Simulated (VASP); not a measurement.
CaS:

```
Ca S
1.0
     0.00000    2.85237    2.85237
     2.85237    0.00000    2.85237
     2.85237    2.85237    0.00000
Ca S
1 1
Cartesian
  0.0000 0.0000 0.0000
  2.8524 2.8524 2.8524
```

The cell comes from a database or a generator and needn't be the stable form of this composition.

| Quantity | Value |
| --- | --- |
| Program | VASP 6.6.1 |
| Task | relaxation of cell and atoms |
| Functional | PBE |
| Dispersion | D3(BJ) |
| Potentials or basis | VASP PAW PBE potentials, release 64 (Ca_sv, S) |
| Cutoff | 600 eV |
| k mesh | 8 × 8 × 8 |
| Occupations | gaussian, width 0.02 eV |
| Spin | no spin polarisation |

At the start: pressure -2.0 GPa; volume 23.21 Å³/atom.

Question: How do energy, volume and symmetry change on relaxing?

Answer: Over 3 steps the energy falls by 4.9 meV/atom and the volume is 22.43 Å³/atom (-3.3 %); space group Fm-3m (No. 225, to 0.05 Å).

The path:
| step | energy change (eV) | largest force (eV/Å) | pressure (GPa) | volume (Å³) |
| --- | --- | --- | --- | --- |
| 1 | 0.0000 | 0.0000 | -1.96 | 46.41 |
| 2 | -0.0093 | 0.0000 | 0.47 | 44.53 |
| 3 | -0.0098 | 0.0000 | 0.02 | 44.86 |

Final structure:
```yaml
crystal:
  lattice:
    - [0.00000, 2.82028, 2.82028]
    - [2.82028, 0.00000, 2.82028]
    - [2.82028, 2.82028, 0.00000]
  atoms:
    - { symbol: Ca, position: [0.00000, 0.00000, 0.00000] }
    - { symbol: S, position: [0.50000, 0.50000, 0.50000] }
```
